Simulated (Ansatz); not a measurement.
GaP: levels along high-symmetry lines

```
CELL_PARAMETERS angstrom
0.00000 2.72525 2.72525
2.72525 0.00000 2.72525
2.72525 2.72525 0.00000
ATOMIC_POSITIONS crystal
Ga 0.00000 0.00000 0.00000
P 0.75000 0.75000 0.75000
```

Atom numbers follow the list: Ga1, P2.

The cell is COD entry 9008846, as deposited and not checked against the literature; nothing was relaxed.

Theory: DFT, PBEsol, all-electron LAPW, scalar-relativistic in Ansatz 0.2.0.

Numerical set-up: a Γ-centred 12×12×12 k mesh, Fermi–Dirac smearing of 0.08 eV, basis error target 0.5 meV/atom, no spin polarisation.

Points in fractions of the reciprocal vectors of this cell: Γ (0, 0, 0), X (-0.5, -0.5, 0), U (-0.375, -0.375, 0.25), K (-0.375, 0, 0.375), L (0, 0, 0.5), W (-0.5, -0.25, 0.25). The path joins them by straight lines in the order Γ–X–U–K–Γ–L–W–X; legs that retrace an earlier one aren't tabulated. Energies are in eV from the top of the valence band.

Q: Metal or insulator at this level of theory?

A: An insulator or semiconductor: gap 1.47 eV, indirect from Γ to the line Γ–X (-0.5, -0.5, 0).

Q: Tabulate bands 15 to 19, counted from the lowest band of the run, along the path.

A: 
```tsv
k (1/Å)	point	band 15	band 16	band 17	band 18	band 19
0.00	Γ	0.00	0.00	0.00	1.75	3.82
0.16		-0.70	-0.25	-0.25	2.41	3.58
0.33		-1.87	-0.81	-0.81	2.86	3.53
0.49		-3.09	-1.42	-1.42	2.33	3.82
0.66		-4.29	-1.96	-1.96	1.87	3.29
0.82		-5.43	-2.37	-2.37	1.57	2.57
0.99		-6.37	-2.62	-2.62	1.47	2.00
1.15	X	-6.80	-2.71	-2.71	1.52	1.72
1.21		-6.80	-2.77	-2.70	1.56	1.78
1.27		-6.78	-2.93	-2.67	1.63	2.01
1.33		-6.76	-3.16	-2.63	1.69	2.41
1.39		-6.73	-3.41	-2.56	1.76	2.91
1.44		-6.69	-3.64	-2.48	1.85	3.48
1.50		-6.65	-3.84	-2.39	1.95	4.10
1.56	U	-6.59	-3.99	-2.28	2.07	4.72
1.66		-6.55	-4.01	-2.34	2.35	5.03
1.76		-6.50	-3.94	-2.56	2.98	5.26
1.86		-6.47	-3.85	-2.76	3.79	4.90
1.96		-6.47	-3.85	-2.76	3.79	4.90
2.06		-6.50	-3.94	-2.56	2.98	5.26
2.17		-6.55	-4.01	-2.34	2.35	5.03
2.27	K	-6.59	-3.99	-2.28	2.07	4.72
2.44		-6.29	-4.07	-1.87	2.51	6.04
2.62		-5.71	-3.66	-1.38	2.97	5.78
2.79		-4.82	-2.93	-0.89	3.24	5.23
2.96		-3.67	-2.01	-0.48	3.15	4.57
3.14		-2.34	-1.06	-0.19	2.85	4.08
3.31		-0.92	-0.30	-0.04	2.34	3.85
3.49	Γ	0.00	0.00	0.00	1.75	3.82
3.63		-0.72	-0.08	-0.08	2.17	3.95
3.77		-1.98	-0.29	-0.29	2.38	4.26
3.92		-3.28	-0.55	-0.55	2.20	4.58
4.06		-4.51	-0.78	-0.78	1.96	4.74
4.20		-5.58	-0.97	-0.97	1.75	4.73
4.34		-6.38	-1.09	-1.09	1.63	4.67
4.49	L	-6.69	-1.13	-1.13	1.59	4.64
4.60		-6.67	-1.48	-1.20	1.92	4.52
4.72		-6.60	-2.19	-1.41	2.56	4.30
4.84		-6.51	-2.92	-1.75	3.15	4.17
4.95		-6.44	-3.50	-2.19	3.60	4.26
5.07		-6.45	-3.81	-2.67	3.95	4.57
5.19		-6.54	-3.81	-3.14	4.31	4.90
5.30	W	-6.59	-3.63	-3.47	4.60	4.83
5.38		-6.60	-3.59	-3.44	4.23	4.44
5.47		-6.63	-3.47	-3.35	3.59	3.79
5.55		-6.68	-3.30	-3.21	2.95	3.15
5.63		-6.73	-3.10	-3.05	2.38	2.58
5.71		-6.77	-2.91	-2.88	1.92	2.13
5.80		-6.79	-2.76	-2.76	1.62	1.82
5.88	X	-6.80	-2.71	-2.71	1.52	1.72
```
